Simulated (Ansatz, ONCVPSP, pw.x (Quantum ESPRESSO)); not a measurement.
## Equation-of-state test of one ONCV potential (phosphorus (P))

phosphorus, optimised norm-conserving Vanderbilt (ONCV), made with ONCVPSP 4.0.1.1 (patched build) (PBE, scalar-relativistic). Core [Ne], reference 3s2 3p2.5 (charge +0.5). Waves: 3s: rc 1.60 bohr, ncon 4, nbas 7, qcut 4.2 1/bohr, 1 projector; 3p: rc 1.35 bohr, ncon 4, nbas 7, qcut 6.1 1/bohr, 1 projector; d scattering state at 0.43 Ha: rc 1.65 bohr, ncon 3, nbas 7, qcut 5.8 1/bohr, 2 projectors, debl 2.9 Ha. Local part: polynomial inside 1.30 bohr (lpopt 5, dvloc0 0 Ha). Core correction: Teter function, fcfact 4.5, rcfact 1.

Atomic tests: cutoffs needed: 14 Ha and 71 Ha (the cutoffs (Ha) at which the residual kinetic energy of the hardest occupied pseudo-wave falls to 1 and 0.1 mHa per electron) The cutoffs count occupied waves only; projector 2 of the d channel, the hardest unoccupied one, needs 52 Ha at the loose tolerance.; ghost test: no bound ghost flagged; no localised positive-energy state flagged; largest excitation error: +48 meV (all-electron minus pseudo) for 3s2 3p0, out of 4 test configurations.

Crystal test: fcc P in pw.x 7.5, no spin, 14³ k-points, Fermi–Dirac smearing 0.01 Ry, cutoffs 165/660 Ry. The reference is all-electron LAPW (Ansatz 0.2.0) with the same functional, mesh and smearing; V0 and B0 come from Birch–Murnaghan fits to the pressures at five volumes. Errors are pseudo minus all-electron; Δ is the rms difference of the E(V) curves that follow from these fits, minima aligned, over ±6 % about the mean V0. Mesh and smearing are coarse, so the numbers serve the comparison and aren't converged zero-temperature values; the lattice is a test structure that the element need not adopt.

All-electron: a0 = 3.878 Å (V0 = 14.58 Å³/atom), B0 = 88.9 GPa.

Task: How far does the potential miss the all-electron equation of state?

Result: mean pressure error (GPa): -0.49; a0 (Å): 3.870; a0 error (%): -0.19; B0 error (%): +1.0; Δ (meV/atom): 1.6.

```tsv
V (Å³/atom)	P all-electron (GPa)	P pseudo (GPa)
14.029	3.66	3.11
14.398	1.11	0.59
14.767	-1.13	-1.62
15.136	-3.12	-3.58
15.505	-4.89	-5.34
```

Task: At the middle volume, how do free energy and pressure move when the wave cutoff is lowered (ecutrho kept at four times it)?

Result:

```tsv
cutoff (Ry)	shift of F (meV/atom)	shift of P (GPa)
74	+31.8	-0.45
99	+16.9	+0.13
132	+9.6	-0.26
```

The run at the middle volume (104 k-points, 6 iterations) took about 90 s on one core of a shared host (Neoverse-N1, 64 threads, 124 GiB, load 59).
